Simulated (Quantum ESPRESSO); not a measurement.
The system is Be2C.

```xyz
3
Lattice="0.0000 2.1650 2.1650 2.1650 0.0000 2.1650 2.1650 2.1650 0.0000" Properties=species:S:1:pos:R:3 pbc="T T T"
C     0.0000    0.0000    0.0000
Be    3.2475    3.2475    3.2475
Be    1.0825    1.0825    1.0825
```

Base run:

```yaml
Program: Quantum ESPRESSO 7.5
Functional: WC
Potentials_or_basis: PseudoDojo 0.4.1 SR PBE standard
Cutoff: 1197 eV
Density_cutoff: 4789 eV
k_mesh: 10 × 10 × 10, shifted
Occupations: fermi-dirac, width 0.05 eV
Spin: no spin polarisation
```

Its results: pressure -0.2 GPa; electronic dielectric tensor (diagonal) 6.98.

Problem. The run is repeated on the same cell with these changes: functional from WC to AM05. What comes out?

Solution. Pressure -1.5 GPa; electronic dielectric tensor (diagonal) 7.05.

Caveats: the potentials were made for another functional, which shifts forces and pressure.
